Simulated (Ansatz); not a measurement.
# BeTe (F-43m) in Ansatz: notebook

The runs below take BeTe through single point, equation of state, with PBE0.

All numbers are computed with Ansatz 0.2.0; they aren't measurements. Logs are shortened: lines on timing, memory, paths and dates and some standing lists are left out, and cuts for length are marked.

**1. The structure**

The structure is cubic, space group F-43m (No. 216). The conventional cell has a = 5.540 Å, b = 5.540 Å, c = 5.540 Å, α = 90.00°, β = 90.00°, γ = 90.00°. Around Te (site symmetry -43m) lie 4 Be at 2.40 Å. Be (site symmetry -43m) has 4 Te at 2.40 Å as nearest neighbours.

**2. Single point, PBE0, 19.98 Å³/atom (volume scaled by 0.94)**

Contents of input:

```
crystal:
  lattice:
    - [0.0, 2.7134535211, 2.7134535211]
    - [2.7134535211, 0.0, 2.7134535211]
    - [2.7134535211, 2.7134535211, 0.0]
  atoms:
    - { symbol: Te, position: [0.75, 0.75, 0.75] }
    - { symbol: Be, position: [0.0, 0.0, 0.0] }
hamiltonian:
  xc: pbe0
  pseudopotentials: { kind: paw }
kpoints:
  mp_grid: { grid: [6, 6, 6] }
scf:
  occupations: { method: fermi_dirac, width: 0.05 }
output:
  forces: true
  stress: true
  eigenvalues: true
  write_density: true
  write_potential: true
  elf: true
  volumetric_format: npy
```

Potentials or basis: Ansatz PAW.

What it wrote:

```text
Warning: output.stress: scf.convergence.dr2_threshold = 1e-7 eV (the SCF's general default) is looser than the 2e-10 eV advised for a printed stress (1e-10 eV for each atom of the cell: 2). What an SCF threshold leaves in a stress goes as its square root, and in the free energy as the threshold itself, and one threshold admits the most on a small cell: of the crystals measured, under no hybrid functional and no lock of the moments, on runs that ended without the residual-converged pass, on stresses that held no estimate of that error, the worst erred by over 100 MPa in a component at 1e-7 eV an atom and by under 5 at 1e-10. Set scf.convergence.dr2_threshold to 2e-10 eV or tighter. The threshold is an SCF's pass mark: one that does not reach it within its budget of iterations ends unconverged, or closes short of it on a stop that the run arms, and scf.convergence.dr2_threshold's page says what that costs each kind of run
Warning: output.stress: scf.exx.energy_threshold = 1e-6 eV is looser than the 2e-8 eV advised for a stress under a hybrid functional (1e-8 eV for each atom of the cell: 2). Every SCF of the exchange loop can meet its threshold on dr2 while the loop round them stops early: no threshold on dr2 bounds what that leaves in the stress. Set scf.exx.energy_threshold to 2e-8 eV or tighter. The threshold is the loop's pass mark: a loop that does not reach it within its budget of cycles ends unconverged, and scf.exx.energy_threshold's page has the law
GPUs: using 1 of 1 available (devices: 1).
Engine: ansatz 0.2.0, x86_64-unknown-linux-gnu
Pseudopotentials: kind: paw
Pseudopotential: Te, paw, valence charge 16, recommended cutoff 420 eV (normal), Te.paw.azcp
Pseudopotential: Be, paw, valence charge 2, recommended cutoff 420 eV (normal), Be.paw.azcp
Functional definition: PBE0
  parameter a = 0.25
  parameter kappa = 0.804
  parameter beta = 0.06672455060314922
  exchange = (1 - a)*pbe_x(kappa = kappa, mu = beta*pi^2/3) + a*exact_x
  correlation = pbe_c(beta = beta)
device memory: the entry about to start is reckoned to put 0.4 GiB on a device that reports 60.5 GiB free (of which the cap on the GPU budget leaves the run 18.0 GiB)
GPU FFT provider: cuFFT
GPU libraries: cuBLAS 13.8.2, cuFFT 12.4.0, cuSOLVER 12.3.4
Crystal: 2 atoms, lattice volume = 39.957 Å³
Basis set: ecut = 420 eV, 749 PW (Γ), exchange–correlation on 54×54×54 points (8 copies of the dense FFT grid, shifted against one another)
Bands: 13, of which v1, the nominal top of the filled ones, is band 9 counted from 1 (8 counted from 0)
Symmetry: 24 space group operations
Space group: F-43m (ITA 216), of the structure as read, at distance tolerance 3.4e-5 Å
k-points: 16 of 216 (time reversal used)
Non-local potential: Te, projectors of the file, l = 0: 2, l = 1: 2, l = 2: 2, l = 3: 2
Non-local potential: Be, projectors of the file, l = 0: 2, l = 1: 2, l = 2: 1
PAW form: soft (Blöchl's): semilocal exchange-correlation on the pseudo side does not see the compensation charge
PAW frozen core: Te, regenerated for the run's functional, and the local potential with it (the file was generated under x = pbe(κ = 0.804, μ = 0.2195149727645171), c = pbe(β = 0.06672455060314922))
PAW frozen core: Be, regenerated for the run's functional, and the local potential with it (the file was generated under x = pbe(κ = 0.804, μ = 0.2195149727645171), c = pbe(β = 0.06672455060314922))
PAW one-centre angular grid: Te, 590 points (default); XC on 64 Gauss nodes
PAW one-centre angular grid: Be, 110 points (default); XC on 64 Gauss nodes
Initial density: superposition of atomic densities (neutral atoms: chi_scale 0, normalization atom), corrected by the library's trained network
Initial wavefunctions: pseudopotential atomic-orbital guess
GPU buffer pool allocated for 19683 grid points (all kernels)
GPU transforms: local potential and band sums: pruned to the plane-wave sphere, on 25×25×25
Functional: x = pbe(κ = 0.804, μ = 0.2195149727645171), c = pbe(β = 0.06672455060314922), warm-up for x = 0.75 pbe(κ = 0.804, μ = 0.2195149727645171) + 0.25 exact, c = pbe(β = 0.06672455060314922)
SCF iter   1: F=—  HF=-7073.292827 eV  |F-HF|=—  |Δ(HF+E_count)|=         —  Δρ=4.37e-4  dr2=4.18e-5  ethr=1.77e-3  ⟨swp⟩=2.0  Hψ=1443  notcnv=0
[... 28 lines left out ...]
Frozen-core exchange: fock
SCF iter   1: F=—  HF=-7077.270213 eV  |F-HF|=—  |Δ(HF+E_count)|=         —  Δρ=3.09e-5  dr2=5.15e-7  ethr=1.48e-6  ⟨swp⟩=3.1  Hψ=442  notcnv=0
preconditioner: auto → none  [insulator: Δε(μ)=3.006 eV  Ē_g=13.098 eV  σ=0.050 eV  W_gap=1.00  n_scr=14 (ndim 8)  ℏωp=16.6 eV  f_vac=0.005  D(μ)=0.00/eV (n_scr^D=0)]
SCF iter   2: F=—  HF=-7077.270213 eV  |F-HF|=—  |Δ(HF+E_count)|=   1.68e-8  Δρ=1.50e-5  dr2=1.14e-7  ethr=2.71e-9  ⟨swp⟩=3.9  Hψ=505  notcnv=0
SCF iter   3: F=—  HF=-7077.270213 eV  |F-HF|=—  |Δ(HF+E_count)|=   2.88e-8  Δρ=2.54e-6  dr2=2.38e-8  ethr=4.82e-10  ⟨swp⟩=3.3  Hψ=451  notcnv=0
SCF iter   4: F=-7077.270213 eV  HF=-7077.270213 eV  |F-HF|=2.77e-9  |Δ(HF+E_count)|=   1.47e-7  Δρ=3.12e-6  dr2=5.52e-9  ethr=1.93e-11  ⟨swp⟩=4.9  Hψ=751  notcnv=0
SCF 3 converged in 4 iterations: F = -7077.270213 eV  dr2 = 5.52e-9
  Residual-converged pass: ⟨swp⟩=2.0  Hψ=344  notcnv=0  max |occ|·‖R‖ = 2.3e-6 eV (tolerance 2.4e-6 eV)  dr2=5.52e-9  dr2_onsite=2.06e-10  max |Δocc| = 3.6e-24
hybrid outer 2: dexx = +2.382e-7 eV, tail = 1.99e-8 eV, Δε = 1.48e-3 eV (about 7.81e-5 eV left of the loop's levels)
hybrid SCF converged: 2 outer / 9 inner (+2 warm-up), last move |dexx| = 2.38e-7 eV, tail = 1.99e-8 eV
Stability not checked: this state was not tested for a lower state beside it, because the functional holds exact exchange (a hybrid, or Hartree-Fock), whose exchange loop this test does not read (fock_operator; see scf.lower_state_search)
Free energy (F): -7077.270213 eV
Frozen-core exchange: fock
Harris-Foulkes:  -7077.270213 eV  (|F-HF|=2.77e-9)
Internal energy: -7077.270213 eV  (E = F + TS)
E sigma→0 (E₀):  -7077.270213 eV
Fermi energy:    9.738545 eV
--- Per-component energies (eV) ---
  E_band       = -287.893873
  E_kinetic    = 202.758931
  E_local      = -1272.632292  (includes V_loc(G=0)·N_el)
  E_nonlocal   = -305.923919
  E_hartree    = 820.090911
  E_xc         = -111.886742
  E_vxc        = -97.754445  (∫ρ·V_xc dr)
  E_exx        = -55.682079  (= α·E_x^exact, valence–valence)
  E_paw        = -4704.227580  (= ΣΔE_a)
  E_vpaw       = -343.157640  (= ΣTr[D̂ρ^β])
  E_aug_tail   = -0.000206  (compensation charges beyond the density's cutoff)
  E_ewald      = -1649.590351
  E_core_change = -0.176885  (= ΣΔE_core)
  E_smearing   = -0.000000  (= −TS)
  E_closure    = 0.000000  (closes the sum)
  Σ components = -7077.270213   (vs F -7077.270213, Δ=0.00e0)
--- Forces (eV/Å), atoms counted from 1 ---
  atom   1  Te    -0.00000000     0.00000000     0.00000000
  atom   2  Be    -0.00000000     0.00000000     0.00000000
  max |Σ_I F_I| component: 3.50e-16 eV/Å
--- Stress (GPa, compression-positive) ---
        8.413613      -0.000000      -0.000000
       -0.000000       8.413613       0.000000
       -0.000000       0.000000       8.413613
  P = ⅓ Tr σ = 8.4136 GPa (84.136 kbar)
--- Band table (eV; the first three rows and the last of 16) ---
  k-point 0: bands = ["-30.6816", "-30.6816", "-30.6816", "-30.6580", "-30.6580", "-6.2172", "8.2357", "8.2357", "8.2357", "13.2562", "13.2562", "13.2562", "14.5943"]
  k-point 1: bands = ["-30.6806", "-30.6801", "-30.6801", "-30.6578", "-30.6578", "-5.8777", "5.8040", "7.7425", "7.7425", "13.4296", "13.9402", "13.9402", "16.5018"]
  k-point 2: bands = ["-30.6786", "-30.6776", "-30.6776", "-30.6569", "-30.6569", "-4.9978", "2.6568", "7.0415", "7.0415", "13.2298", "14.4237", "14.4237", "17.8675"]
  k-point 15: bands = ["-30.6803", "-30.6730", "-30.6695", "-30.6600", "-30.6545", "-3.6148", "2.2337", "3.8803", "4.2469", "13.3532", "13.9843", "17.8042", "18.1602"]
```

rho_z.tsv:

```text
# z_ang	rho[e/angstrom^3]
# format = ansatz-planar-average/11
# lattice	0.000000000	2.713453521	2.713453521
# lattice	2.713453521	0.000000000	2.713453521
# lattice	2.713453521	2.713453521	0.000000000
# sites	2
# site	52	4.070180282	4.070180282	4.070180282
# site	4	0.000000000	0.000000000	0.000000000
0.000000	2.885934e-1
0.142126	2.358989e-1
0.284252	1.962000e-1
0.426378	1.646080e-1
0.568504	1.409879e-1
0.710630	1.242117e-1
[... 19 lines left out ...]
3.553151	5.040629e-1
3.695277	3.714283e-1
```

v_z.tsv:

```text
# z_ang	v_es[eV]	v_tot[eV]
# format = ansatz-planar-average/11
# xc	pbe0
# density_cutoff_ev	1680
# datasets	Te=:simpson_from_first_knot:soft:fock:shift=0	Be=:simpson_from_first_knot:soft:fock:shift=0
# lattice	0.000000000	2.713453521	2.713453521
# lattice	2.713453521	0.000000000	2.713453521
# lattice	2.713453521	2.713453521	0.000000000
# sites	2
# site	52	4.070180282	4.070180282	4.070180282
# site	4	0.000000000	0.000000000	0.000000000
0.000000	1.697186e0	-6.559863e0
0.142126	2.964226e0	-4.894639e0
0.284252	4.663234e0	-2.747372e0
0.426378	6.341106e0	-6.102042e-1
0.568504	7.819896e0	1.236818e0
0.710630	9.098005e0	2.780337e0
[... 19 lines left out ...]
3.553151	1.755615e0	-7.150376e0
3.695277	1.253523e0	-7.356819e0
```

It took 13 s on 1 × NVIDIA H100 80GB HBM3 with 2 threads of AMD EPYC 7R13 (Zen 3), shared host; peak memory 2.1 GiB.

Results:

| Property | Result |
| --- | --- |
| Free energy | -7077.2702 eV |
| Pressure | 8.4 GPa |
| Band gap on the k mesh | 3.01 eV, indirect (least direct gap 5.02 eV) |

Caveat: spin-orbit coupling is left out, which moves the levels of the heavy elements; the PAW data sets come from PBE, with cores solved anew for the run's functional, which leaves a small shift of forces and pressure; the thresholds are loose for stress.

**3. Single point, PBE0, 20.40 Å³/atom (volume scaled by 0.96)**

Contents of input:

```
crystal:
  lattice:
    - [0.0, 2.7325629784, 2.7325629784]
    - [2.7325629784, 0.0, 2.7325629784]
    - [2.7325629784, 2.7325629784, 0.0]
  atoms:
    - { symbol: Te, position: [0.75, 0.75, 0.75] }
    - { symbol: Be, position: [0.0, 0.0, 0.0] }
hamiltonian:
  xc: pbe0
  pseudopotentials: { kind: paw }
kpoints:
  mp_grid: { grid: [6, 6, 6] }
scf:
  occupations: { method: fermi_dirac, width: 0.05 }
output:
  forces: true
  stress: true
  eigenvalues: true
```

Potentials or basis: Ansatz PAW.

Wall time 14 s (1 × NVIDIA H100 80GB HBM3 with 2 threads of AMD EPYC 7R13 (Zen 3), shared host); peak memory 2.2 GiB.

Results (log left out):

```yaml
Free_energy: -7077.3098 eV
Pressure: 6.5 GPa
Band_gap_on_the_k_mesh: 3.07 eV, indirect (least direct gap 5.05 eV)
```

Caveat: spin-orbit coupling is left out, which moves the levels of the heavy elements; the PAW data sets come from PBE, with cores solved anew for the run's functional, which leaves a small shift of forces and pressure; the thresholds are loose for stress.

**4. Single point, PBE0, 20.83 Å³/atom (volume scaled by 0.98)**

input: that of step 3 with these lines changed.

```diff
@@ -2,5 +2,5 @@
   lattice:
-    - [0.0, 2.7325629784, 2.7325629784]
-    - [2.7325629784, 0.0, 2.7325629784]
-    - [2.7325629784, 2.7325629784, 0.0]
+    - [0.0, 2.7514088358, 2.7514088358]
+    - [2.7514088358, 0.0, 2.7514088358]
+    - [2.7514088358, 2.7514088358, 0.0]
   atoms:
```

Wall time 17 s (1 × NVIDIA H100 80GB HBM3 with 2 threads of AMD EPYC 7R13 (Zen 3), shared host); peak memory 2.2 GiB.

It converged, with:

```
Free energy            : -7077.3399 eV
Pressure               : 4.8 GPa
Band gap on the k mesh : 3.13 eV, indirect (least direct gap 5.07 eV)
```

Caveat: spin-orbit coupling is left out, which moves the levels of the heavy elements; the PAW data sets come from PBE, with cores solved anew for the run's functional, which leaves a small shift of forces and pressure; the thresholds are loose for stress.

**5. Single point, PBE0, 21.25 Å³/atom**

input: that of step 4 with these lines changed.

```diff
@@ -2,5 +2,5 @@
   lattice:
-    - [0.0, 2.7514088358, 2.7514088358]
-    - [2.7514088358, 0.0, 2.7514088358]
-    - [2.7514088358, 2.7514088358, 0.0]
+    - [0.0, 2.77, 2.77]
+    - [2.77, 0.0, 2.77]
+    - [2.77, 2.77, 0.0]
   atoms:
@@ -19 +19,5 @@
   eigenvalues: true
+  write_density: true
+  write_potential: true
+  elf: true
+  volumetric_format: npy
```

Run time: 14 s. Hardware: 1 × NVIDIA H100 80GB HBM3 with 2 threads of AMD EPYC 7R13 (Zen 3), shared host; peak memory 2.2 GiB.

Results (log left out):

```
Free energy            : -7077.3615 eV
Pressure               : 3.3 GPa
Band gap on the k mesh : 3.18 eV, indirect (least direct gap 5.10 eV)
```

Caveat: spin-orbit coupling is left out, which moves the levels of the heavy elements; the PAW data sets come from PBE, with cores solved anew for the run's functional, which leaves a small shift of forces and pressure; the thresholds are loose for stress.

**6. Single point, PBE0, 21.68 Å³/atom (volume scaled by 1.02)**

input: that of step 5 with these lines changed.

```diff
@@ -2,5 +2,5 @@
   lattice:
-    - [0.0, 2.77, 2.77]
-    - [2.77, 0.0, 2.77]
-    - [2.77, 2.77, 0.0]
+    - [0.0, 2.7883449055, 2.7883449055]
+    - [2.7883449055, 0.0, 2.7883449055]
+    - [2.7883449055, 2.7883449055, 0.0]
   atoms:
@@ -19,5 +19 @@
   eigenvalues: true
-  write_density: true
-  write_potential: true
-  elf: true
-  volumetric_format: npy
```

Potentials or basis: Ansatz PAW.

Run time: 14 s. Hardware: 1 × NVIDIA H100 80GB HBM3 with 2 threads of AMD EPYC 7R13 (Zen 3), shared host; peak memory 2.2 GiB.

Results (log left out):

```
Free energy            : -7077.3752 eV
Pressure               : 1.9 GPa
Band gap on the k mesh : 3.24 eV, indirect (least direct gap 5.12 eV)
```

Caveat: spin-orbit coupling is left out, which moves the levels of the heavy elements; the PAW data sets come from PBE, with cores solved anew for the run's functional, which leaves a small shift of forces and pressure; the thresholds are loose for stress.

**7. Single point, PBE0, 22.10 Å³/atom (volume scaled by 1.04)**

input: that of step 6 with these lines changed.

```diff
@@ -2,5 +2,5 @@
   lattice:
-    - [0.0, 2.7883449055, 2.7883449055]
-    - [2.7883449055, 0.0, 2.7883449055]
-    - [2.7883449055, 2.7883449055, 0.0]
+    - [0.0, 2.8064515486, 2.8064515486]
+    - [2.8064515486, 0.0, 2.8064515486]
+    - [2.8064515486, 2.8064515486, 0.0]
   atoms:
```

Run time: 15 s. Hardware: 1 × NVIDIA H100 80GB HBM3 with 2 threads of AMD EPYC 7R13 (Zen 3), shared host; peak memory 2.2 GiB.

It converged, with:

```yaml
Free_energy: -7077.3817 eV
Pressure: 0.6 GPa
Band_gap_on_the_k_mesh: 3.29 eV, indirect (least direct gap 5.14 eV)
```

Caveat: spin-orbit coupling is left out, which moves the levels of the heavy elements; the PAW data sets come from PBE, with cores solved anew for the run's functional, which leaves a small shift of forces and pressure; the thresholds are loose for stress.

**8. Single point, PBE0, 22.53 Å³/atom (volume scaled by 1.06)**

input: that of step 7 with these lines changed.

```diff
@@ -2,5 +2,5 @@
   lattice:
-    - [0.0, 2.8064515486, 2.8064515486]
-    - [2.8064515486, 0.0, 2.8064515486]
-    - [2.8064515486, 2.8064515486, 0.0]
+    - [0.0, 2.8243275181, 2.8243275181]
+    - [2.8243275181, 0.0, 2.8243275181]
+    - [2.8243275181, 2.8243275181, 0.0]
   atoms:
```

Wall time 12 s (1 × NVIDIA H100 80GB HBM3 with 2 threads of AMD EPYC 7R13 (Zen 3), shared host); peak memory 2.2 GiB.

The run converged. Its results:

| Quantity | Value |
| --- | --- |
| Free energy | -7077.3818 eV |
| Pressure | -0.6 GPa |
| Band gap on the k mesh | 3.34 eV, indirect (least direct gap 5.15 eV) |

Caveat: spin-orbit coupling is left out, which moves the levels of the heavy elements; the PAW data sets come from PBE, with cores solved anew for the run's functional, which leaves a small shift of forces and pressure; the thresholds are loose for stress.

**9. Equation of state, PBE0**

Potentials or basis: Ansatz PAW.

This step only gathers the single runs of the series.

Results:

```yaml
Equilibrium_volume: 22.32 Å³/atom
Bulk_modulus: 61 GPa
Pressure_derivative_of_the_bulk_modulus: 3.9
```

Energy against volume, from the lowest point:
| volume (Å³/atom) | energy (meV/atom) |
| --- | --- |
| 19.979 | 55.80 |
| 20.404 | 36.00 |
| 20.829 | 20.94 |
| 21.254 | 10.17 |
| 21.679 | 3.32 |
| 22.104 | 0.05 |
| 22.529 | 0.00 |

Caveat: the PAW data sets were made with another functional, which shifts forces and pressure a little. Spin-orbit coupling is left out, which matters for the levels of Te.
